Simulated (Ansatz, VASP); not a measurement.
## Be: VASP beside Ansatz

Contents of INCAR:

```
SYSTEM = Be
PREC     = Accurate       ! precision mode
ENCUT    = 520            ! plane-wave cutoff, eV
EDIFF    = 1E-6           ! SCF threshold, eV
ISMEAR   = 0              ! smearing method
SIGMA    = 0.15           ! smearing width, eV
LREAL    = .FALSE.        ! projectors in reciprocal space
LASPH    = .TRUE.         ! aspherical terms in the spheres
NELM     = 80             ! most SCF steps
ALGO     = Fast           ! electronic algorithm
ISIF     = 2              ! what is computed and relaxed
LWAVE    = .FALSE.        ! write WAVECAR
LCHARG   = .FALSE.        ! write CHGCAR
GGA      = PS             ! functional
NBANDS   = 9              ! bands
```

Contents of KPOINTS:

```
Automatic mesh
0
G
  24 24 14
  0 0 0
```

POSCAR

```
Be
1.0
    2.2995019849      0.0000000000      0.0000000000
   -1.1497509925      1.9914271350      0.0000000000
    0.0000000000      0.0000000000      3.6009000000
Be
2
Direct
    0.4086561997      0.8173123994      0.1666874948
    0.6666666667      0.3333333333      0.7500000000
```

Input for Ansatz:

```yaml
crystal:
  lattice:
    - [2.2995019849, 0.0, 0.0]
    - [-1.1497509925, 1.991427135, 0.0]
    - [0.0, 0.0, 3.6009]
  atoms:
    - { symbol: Be, position: [0.4086561997, 0.8173123994, 0.1666874948] }
    - { symbol: Be, position: [0.6666666667, 0.3333333333, 0.75] }
basis:
  ecutwfc: 420
kpoints:
  mp_grid: { grid: [24, 24, 14] }
hamiltonian:
  xc: pbesol
scf:
  occupations: { method: gaussian, width: 0.15 }
output:
  forces: true
  stress: true
  eigenvalues: true
```

Alike in both runs: task single point; functional PBEsol; k mesh 24 × 24 × 14; occupations gaussian, width 0.15 eV; no spin polarisation.

|  | VASP | Ansatz |
| --- | --- | --- |
| version | VASP 6.6.1 | Ansatz 0.2.0 |
| potentials or method | VASP PAW PBE potentials, release 64 (Be) | scalar-relativistic, plane waves, PAW |
| plane-wave cutoff (eV) | 520 | 420 |
| valence electrons in the cell | 4 | 4 |

|  | VASP | Ansatz | Ansatz less VASP |
| --- | --- | --- | --- |
| gap on the k mesh at the Fermi level (eV) | none | none | - |
| pressure (GPa) | 4.3 | 3.9 | -0.39 |
| largest component of the traceless stress (GPa) | 15.04 | 14.99 | -0.058 |
| rms of the force components (eV/Å) | 1.905 | 1.886 | -0.0183 |

Atom by atom the forces differ by 0.020 eV/Å (rms over components). A gap of «none» marks a metal or a gap that the smearing closes. With one functional, cell and mesh, what is left measures potentials, basis and numerics.

Caveats: the PAW data sets were made with another functional, which shifts forces and pressure a little (VASP).
